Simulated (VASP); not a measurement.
# AlN (Fm-3m) in VASP: further runs

The runs below take AlN through relaxation of cell and atoms, with PBEsol.

All numbers are computed with VASP 6.6.1; they aren't measurements. Logs are shortened: lines on timing, memory, paths and dates and some standing lists are left out, and cuts for length are marked.

### 1 The structure

It takes space group Fm-3m (No. 225, cubic). The conventional cell has a = 4.069 Å, b = 4.069 Å, c = 4.069 Å, α = 90.00°, β = 90.00°, γ = 90.00°. Al (site symmetry m-3m) has 6 N at 2.03 Å as nearest neighbours. N (site symmetry m-3m) has 6 Al at 2.03 Å as nearest neighbours.

Measurements of this composition are mostly on another form, of space group No. 186.

### 2 Relaxation of cell and atoms, PBEsol

File INCAR:

```
PREC = Accurate
ENCUT = 520
EDIFF = 1E-7
ISMEAR = 0
SIGMA = 0.02
LREAL = F
LASPH = T
NELM = 60
ALGO = Normal
ISIF = 3
LWAVE = F
LCHARG = F
GGA = PS
IBRION = 2
NSW = 80
EDIFFG = -0.002
```

File KPOINTS:

```
regular mesh
0
Gamma
  4 4 4
```

File POSCAR:

```
AlN
1.0
    0.0000000000      2.0345180000      2.0345180000
    2.0345180000      0.0000000000      2.0345180000
    2.0345180000      2.0345180000      0.0000000000
Al N
1 1
Direct
    0.5000000000      0.5000000000      0.5000000000
    0.0000000000      0.0000000000      0.0000000000
```

Potentials or basis: VASP PAW PBE potentials, release 64 (Al, N).

Run with:

```sh
cat potpaw_PBE.64/Al/POTCAR potpaw_PBE.64/N/POTCAR > POTCAR
mpirun -np 1 vasp_std > vasp.out
```

OUTCAR:

```text
PREC = Accurate
   ENCUT = 520
   EDIFF = 1E-7
   ISMEAR = 0
   LREAL = F
   LASPH = T
   NELM = 60
   ISIF = 3
   GGA = PS
   IBRION = 2
   NSW = 80
   EDIFFG = -0.002

 ion  position               nearest neighbor table
   1  0.500  0.500  0.500-   2 2.03   2 2.03   2 2.03   2 2.03   2 2.03   2 2.03
   2  0.000  0.000  0.000-   1 2.03   1 2.03   1 2.03   1 2.03   1 2.03   1 2.03

  LATTYP: Found a face centered cubic cell.
 ALAT       =     4.0690360000

  Lattice vectors:

 A1 = (   0.0000000000,   2.0345180000,   2.0345180000)
 A2 = (   2.0345180000,   0.0000000000,   2.0345180000)
 A3 = (   2.0345180000,   2.0345180000,   0.0000000000)

Analysis of symmetry for initial positions (statically):
=====================================================================
 Subroutine PRICEL returns:
 Original cell was already a primitive cell.

 Routine SETGRP: Setting up the symmetry group for a
 face centered cubic supercell.

 Subroutine GETGRP returns: Found 48 space group operations
 (whereof 48 operations were pure point group operations)
 out of a pool of 48 trial point group operations.

The static configuration has the point symmetry O_h .

Analysis of symmetry for dynamics (positions and initial velocities):
=====================================================================
 Subroutine PRICEL returns:
 Original cell was already a primitive cell.

 Routine SETGRP: Setting up the symmetry group for a
 face centered cubic supercell.

 Subroutine GETGRP returns: Found 48 space group operations
 (whereof 48 operations were pure point group operations)
 out of a pool of 48 trial point group operations.

The dynamic configuration has the point symmetry O_h .

 Subroutine INISYM returns: Found 48 space group operations
 (whereof 48 operations are pure point group operations),
 and found     1 'primitive' translations

----------------------------------------------------------------------------------------

                                     Primitive cell

  volume of cell :      16.8428

  direct lattice vectors                    reciprocal lattice vectors
     0.000000000  2.034518000  2.034518000    -0.245758455  0.245758455  0.245758455
     2.034518000  0.000000000  2.034518000     0.245758455 -0.245758455  0.245758455
     2.034518000  2.034518000  0.000000000     0.245758455  0.245758455 -0.245758455

  length of vectors
     2.877242948  2.877242948  2.877242948     0.425666130  0.425666130  0.425666130

[... 50 lines left out ...]
   ions per type =               1   1
   NGX,Y,Z   is equivalent  to a cutoff of  13.87, 13.87, 13.87 a.u.
   NGXF,Y,Z  is equivalent  to a cutoff of  27.73, 27.73, 27.73 a.u.
 SYSTEM =  unknown system
   PREC   = accura    normal or accurate (medium, high low for compatibility)
   ISTART =      0    job   : 0-new  1-cont  2-samecut
   ICHARG =      2    charge: 1-file 2-atom 10-const
   ISPIN  =      1    spin polarized calculation?
   LNONCOLLINEAR =      F non collinear calculations
   LSORBIT =      F    spin-orbit coupling
   LASPH  =      T    aspherical Exc in radial PAW
   ENCUT  =  520.0 eV  38.22 Ry    6.18 a.u.   5.35  5.35  5.35*2*pi/ulx,y,z
   NELM   =     60;   NELMIN=  2; NELMDL= -5     # of ELM steps
   EDIFF  = 0.1E-06   stopping-criterion for ELM
   LREAL  =      F    real-space projection
   EDIFFG = -.2E-02   stopping-criterion for IOM
   NSW    =     80    number of steps for IOM
   IBRION =      2    ionic relax: 0-MD 1-quasi-New 2-CG
   NFREE  =      1    steps in history (QN), initial steepest desc. (CG)
   ISIF   =      3    stress and relaxation
   ISYM   =      2    0-nonsym 1-usesym 2-fastsym
   POTIM  = 0.5000    time-step for ionic-motion
   TEBEG  =    0.0;   TEEND  =   0.0 temperature during run
   PSTRESS=    0.0 pullay stress
   NELECT =       8.0000    total number of electrons
   NUPDOWN=      -1.0000    fix difference up-down
   EMIN   =  10.00;   EMAX   =-10.00  energy-range for DOS
   EFERMI =   0.00;   METHOD = LEGACY
   ISMEAR =     0;   SIGMA  =   0.02  broadening in eV -4-tet -1-fermi 0-gaus
   EFERMI_NEDOS =   21; number of points for ismear=-14 and -15
   IALGO  =     38    algorithm
   IMIX   =      4    mixing-type and parameters
     AMIX     =   0.40;   BMIX     =  1.00
     AMIX_MAG =   1.60;   BMIX_MAG =  1.00
  volume/ion in A,a.u.               =       8.42        56.83
  Fermi-wavevector in a.u.,A,eV,Ry     =   1.277321  2.413786 22.198561  1.631548
  Thomas-Fermi vector in A             =   2.409927
   LORBIT       =      0    0 simple, 1 ext, 2 COOP (PROOUT), +10 PAW based schemes
   GGA     = PS    functional components
   LHFCALC =     F    Hartree Fock is set to
   AEXX    =    0.0000 exact exchange contribution
   IVDW    =     0    specifies the selected vdW correction
   LEPSILON=     F    determine dielectric tensor
   LRPA    =     F    only Hartree local field effects (RPA)
 conjugate gradient relaxation of ions
 non-spin polarized calculation
 Gauss-broadening in eV      SIGMA  =   0.02
  energy-cutoff  :      520.00
  volume of cell :       16.84
 maximum number of plane-waves:       465
 NGX is ok and might be reduce to    24
   NGX = 11   NGY = 11   NGZ = 11

--------------------------------------- Ionic step        1  -------------------------------------------

 number of electron       7.9999999 magnetization

 Free energy of the ion-electron system (eV)
  ---------------------------------------------------
  ext. energy  EPLUGINS =         0.00000000
  ---------------------------------------------------
  free energy    TOTEN  =       -15.35906828 eV

  energy without entropy =      -15.35906828  energy(sigma->0) =      -15.35906828

 E-fermi :   9.8226     XC(G=0): -12.3556

 val. band max:        9.6969403436   @ k =   0.0000   0.0000   0.0000
 cond. band min:      14.0184186999   @ k =   0.5000   0.5000   0.0000
 fundamental gap:      4.3214783563
 Fermi energy:         9.8225679383

 k-point     1 :       0.0000    0.0000    0.0000
  band No.  band energies     occupation
      1      -7.7035      2.00000
      2       9.6969      2.00000
      3       9.6969      2.00000
      4       9.6969      2.00000
      5      15.0755      0.00000
      6      21.6090      0.00000
      7      21.6090      0.00000
      8      21.6090      0.00000
[... 146 lines left out ...]
--------------------------------------- Ionic step        3  -------------------------------------------

 number of electron       7.9999999 magnetization

 Free energy of the ion-electron system (eV)
  ---------------------------------------------------
  ext. energy  EPLUGINS =         0.00000000
  ---------------------------------------------------
  free energy    TOTEN  =       -15.36325133 eV

  energy without entropy =      -15.36325133  energy(sigma->0) =      -15.36325133

 E-fermi :  10.0944     XC(G=0): -12.4380

 val. band max:        9.9224700641   @ k =   0.0000   0.0000   0.0000
 cond. band min:      14.4101070615   @ k =   0.5000   0.5000   0.0000
 fundamental gap:      4.4876369975
 Fermi energy:        10.0944289198

 k-point     1 :       0.0000    0.0000    0.0000
  band No.  band energies     occupation
      1      -7.6370      2.00000
      2       9.9225      2.00000
      3       9.9225      2.00000
      4       9.9225      2.00000
      5      15.5510      0.00000
      6      21.8901      0.00000
      7      21.8901      0.00000
      8      21.8901      0.00000
[... 104 lines left out ...]
  FREE ENERGIE OF THE ION-ELECTRON SYSTEM (eV)
  ---------------------------------------------------
  free  energy   TOTEN  =       -15.3632513286 eV

  energy  without entropy=      -15.3632513286  energy(sigma->0) =      -15.36325133

 reached required accuracy - stopping structural energy minimisation
```

OSZICAR:

```text
N       E                     dE             d eps       ncg     rms          rms(c)
DAV:   1     0.827515836192E+01    0.82752E+01   -0.40798E+03   128   0.906E+02
DAV:   2    -0.167093659304E+02   -0.24985E+02   -0.21879E+02   200   0.123E+02
DAV:   3    -0.170077067688E+02   -0.29834E+00   -0.29834E+00   128   0.183E+01
[... 21 lines left out ...]
DAV:   2    -0.153633858283E+02    0.55272E-02   -0.26870E-02   152   0.119E+00    0.125E-01
DAV:   3    -0.153632834560E+02    0.10237E-03   -0.62475E-04   160   0.244E-01    0.420E-02
DAV:   4    -0.153632550394E+02    0.28417E-04   -0.16114E-05   136   0.413E-02    0.179E-02
DAV:   5    -0.153632514263E+02    0.36132E-05   -0.24535E-06   128   0.159E-02    0.842E-03
DAV:   6    -0.153632513286E+02    0.97675E-07   -0.27229E-08    96   0.154E-03
   3 F= -.15363251E+02 E0= -.15363251E+02  d E =-.418305E-02
```

CONTCAR:

```text
AlN
   1.00000000000000
    -0.0000000000000000    2.0226535846682601    2.0226535846682601
     2.0226535846682601    0.0000000000000000    2.0226535846682601
     2.0226535846682601    2.0226535846682601   -0.0000000000000000
  Al              N
     1     1
Direct
     0.5000000000000000    0.5000000000000000    0.5000000000000000
     0.0000000000000000    0.0000000000000000    0.0000000000000000

  0.00000000E+00  0.00000000E+00  0.00000000E+00
  0.00000000E+00  0.00000000E+00  0.00000000E+00
```

It took 9.6 s on 1 thread of AMD EPYC 7R43 (Zen 3), shared host; peak memory 0.1 GiB.

What came out:

```
Free energy                            : -15.3633 eV
Relaxed volume                         : 8.27 Å³/atom
Relaxed cell                           : a = 2.860 Å, b = 2.860 Å, c = 2.860 Å, α = 60.00°, β = 60.00°, γ = 60.00°
Space group after relaxing (to 0.05 Å) : Fm-3m (No. 225)
Energy gained by relaxing              : 2.1 meV/atom
Ionic steps                            : 3
Pressure after relaxing                : 0.0 GPa
Band gap on the k mesh                 : 4.49 eV, indirect (least direct gap 5.63 eV)
```

Step by step:
| step | energy change (eV) | largest force (eV/Å) | pressure (GPa) | volume (Å³) |
| --- | --- | --- | --- | --- |
| 1 | 0.0000 | 0.0000 | -4.50 | 16.84 |
| 2 | -0.0003 | 0.0000 | 4.64 | 16.27 |
| 3 | -0.0042 | 0.0000 | -0.01 | 16.55 |

Final structure:
```
Al N
1.0
     0.00000    2.02265    2.02265
     2.02265    0.00000    2.02265
     2.02265    2.02265    0.00000
Al N
1 1
Direct
  0.50000 0.50000 0.50000
  0.00000 0.00000 0.00000
```

Caveat: the k mesh is coarse (spacing up to 0.67 Å⁻¹), so the values aren't converged; the PAW data sets were made with another functional, which shifts forces and pressure a little. A hybrid or GW would open this gap; PBEsol tends to underestimate it.

### 3 Relaxation of cell and atoms, PBEsol

This run uses another cell than the first one, of 8.27 Å³/atom, 0.983 times its volume.

INCAR is that of step 2.

KPOINTS is that of step 2.

File POSCAR:

```
AlN                                     
1.0
   -0.0000000000      2.0226535847      2.0226535847
    2.0226535847      0.0000000000      2.0226535847
    2.0226535847      2.0226535847     -0.0000000000
  Al              N             
     1     1
Direct
     0.5000000000000000    0.5000000000000000    0.5000000000000000
     0.0000000000000000    0.0000000000000000    0.0000000000000000
```

Potentials or basis: VASP PAW PBE potentials, release 64 (Al, N).

Run with:

```sh
cat potpaw_PBE.64/Al/POTCAR potpaw_PBE.64/N/POTCAR > POTCAR
mpirun -np 1 vasp_std > vasp.out
```

Wall time 6 s (1 thread of AMD EPYC 7R43 (Zen 3), shared host); peak memory 0.09 GiB.

The run converged. Its results:

| Item | Value |
| --- | --- |
| Free energy | -15.3631 eV |
| Pressure after relaxing | 0.0 GPa |
| Band gap on the k mesh | 4.49 eV, indirect (least direct gap 5.63 eV) |

Final structure:
```
CELL_PARAMETERS angstrom
0.00000 2.02265 2.02265
2.02265 0.00000 2.02265
2.02265 2.02265 0.00000
ATOMIC_POSITIONS crystal
Al 0.50000 0.50000 0.50000
N 0.00000 0.00000 0.00000
```

Levels at points of the mesh, in eV from the valence-band top:
```csv
k point,band 2,band 3,band 4,band 5,band 6,band 7
"(0.00, 0.00, 0.00)",0.00,0.00,0.00,5.63,11.97,11.97
"(0.50, 0.00, 0.00)",-8.39,-1.09,-1.09,6.00,10.84,10.84
"(0.50, 0.50, 0.00)",-7.47,-2.83,-2.83,4.49,5.09,13.94
```

Caveat: the k mesh is coarse (spacing up to 0.67 Å⁻¹), so the values aren't converged; the relaxation stopped at its first step, so nothing moved; the PAW data sets were made with another functional, which shifts forces and pressure a little. A k mesh can miss the band edges.
